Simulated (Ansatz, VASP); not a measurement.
## Ta in VASP and in Ansatz

File INCAR:

```
SYSTEM = Ta
  PREC = Accurate
  ENCUT = 520
  EDIFF = 1E-7
  ISMEAR = 0
  SIGMA = 0.15
  LREAL = .FALSE.
  LASPH = .TRUE.
  NELM = 100
  ALGO = Fast
  ISIF = 2
  LWAVE = .FALSE.
  LCHARG = .TRUE.
  GGA = PE
  LELF = .TRUE.
  LVHAR = .TRUE.
  NBANDS = 12
```

File KPOINTS:

```
Automatic mesh
0
G
  20 20 20
  0 0 0
```

Contents of POSCAR:

```
Ta
1.0
   -1.4609382875      1.4609382875      1.9699291869
    1.4609382875     -1.4609382875      1.9699291869
    1.4609382875      1.4609382875     -1.9699291869
Ta
1
Direct
    0.0000000000      0.0000000000      0.0000000000
```

Input for Ansatz:

```yaml
crystal:
  lattice:
    - [-1.4609382875, 1.4609382875, 1.9699291869]
    - [1.4609382875, -1.4609382875, 1.9699291869]
    - [1.4609382875, 1.4609382875, -1.9699291869]
  atoms:
    - { symbol: Ta, position: [0.0, 0.0, 0.0] }
basis:
  ecutwfc: 420
kpoints:
  mp_grid: { grid: [20, 20, 20] }
hamiltonian:
  xc: pbe
  pseudopotentials: { kind: paw, azcp: { folder: soft_1 } }
scf:
  occupations: { method: gaussian, width: 0.15 }
output:
  forces: true
  stress: true
  eigenvalues: true
  write_density: true
  write_potential: true
  elf: true
  volumetric_format: npy
```

Alike in both runs: task single point; functional PBE; k mesh 20 × 20 × 20; occupations gaussian, width 0.15 eV; no spin polarisation.

|  | VASP | Ansatz |
| --- | --- | --- |
| version | VASP 6.6.1 | Ansatz 0.2.0 |
| potentials or method | VASP PAW PBE potentials, release 64 (Ta_pv) | scalar-relativistic, plane waves, PAW |
| plane-wave cutoff (eV) | 520 | 420 |
| valence electrons in the cell | 11 | 13 |

|  | VASP | Ansatz | Ansatz less VASP |
| --- | --- | --- | --- |
| gap on the k mesh at the Fermi level (eV) | none | none | - |
| pressure (GPa) | 26.1 | 25.8 | -0.24 |
| largest component of the traceless stress (GPa) | 7.69 | 7.68 | -0.009 |

A gap of «none» marks a metal or a gap that the smearing closes. The two sets of potentials don't hold the same shells in valence.

Caveats: so large a pressure means that the cell lies far from this level's equilibrium, or that cutoff or potentials fall short (VASP). The runs have no spin-orbit coupling, so splittings on Ta are missing.
